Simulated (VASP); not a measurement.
## Hf: relaxation of cell and atoms with MS2

Crystal: Hf.

```
CELL_PARAMETERS angstrom
-1.80500 1.80500 1.80500
1.80500 -1.80500 1.80500
1.80500 1.80500 -1.80500
ATOMIC_POSITIONS crystal
Hf 0.00000 0.00000 0.00000
```

This isn't the form of Hf at room conditions, which is hcp.

```
Program                : VASP 6.6.1
Task                   : relaxation of cell and atoms
Functional             : MS2
Potentials or basis    : VASP PAW PBE potentials, release 64 (Hf_pv)
Cutoff                 : 600 eV
k mesh                 : 10 × 10 × 10
Occupations            : methfessel-paxton, width 0.1 eV
Spin                   : no spin polarisation
Further INCAR settings : ALGO = Normal; EDIFF = 1e-07; IBRION = 2; EDIFFG = -0.02; NSW = 60; ISIF = 3
```

* Relaxed volume: 21.23 Å³/atom
* Relaxed cell: a = 3.021 Å, b = 3.021 Å, c = 3.021 Å, α = 109.47°, β = 109.47°, γ = 109.47°
* Space group after relaxing (to 0.05 Å): Im-3m (No. 229)
* Energy gained by relaxing: 72.5 meV/atom
* Ionic steps: 4
* Pressure after relaxing: 0.0 GPa
* Band gap on the k mesh: none (metal or under the smearing width)

Step by step:
| step | energy change (eV) | largest force (eV/Å) | pressure (GPa) | volume (Å³) |
| --- | --- | --- | --- | --- |
| 1 | 0.0000 | 0.0000 | -9.49 | 23.52 |
| 2 | 0.0110 | 0.0000 | 12.73 | 19.09 |
| 3 | -0.0724 | 0.0000 | -0.39 | 21.31 |
| 4 | -0.0725 | 0.0000 | -0.01 | 21.23 |

Final structure:
```
CELL_PARAMETERS angstrom
-1.74441 1.74441 1.74441
1.74441 -1.74441 1.74441
1.74441 1.74441 -1.74441
ATOMIC_POSITIONS crystal
Hf 0.00000 0.00000 0.00000
```

Levels at points of the mesh, in eV from the Fermi level:
| k point | band 3 | band 4 | band 5 | band 6 | band 7 | band 8 |
| --- | --- | --- | --- | --- | --- | --- |
| (0.00, 0.00, 0.00) | -29.62 | -7.35 | 1.54 | 1.54 | 1.54 | 4.52 |
| (0.50, 0.00, 0.00) | -29.63 | -3.63 | -0.64 | 1.28 | 4.36 | 5.45 |
| (0.50, 0.50, 0.50) | -30.31 | -2.86 | -2.86 | 7.24 | 7.24 | 7.24 |

Wall time 6.5 min on 1 thread of AMD EPYC 7R43 64-Core Processor (Zen 3) (shared host), peak memory 0.15 GiB.

Caveat: the PAW data sets were made with another functional, which shifts forces and pressure a little. Spin-orbit coupling is left out, which matters for the levels of Hf.
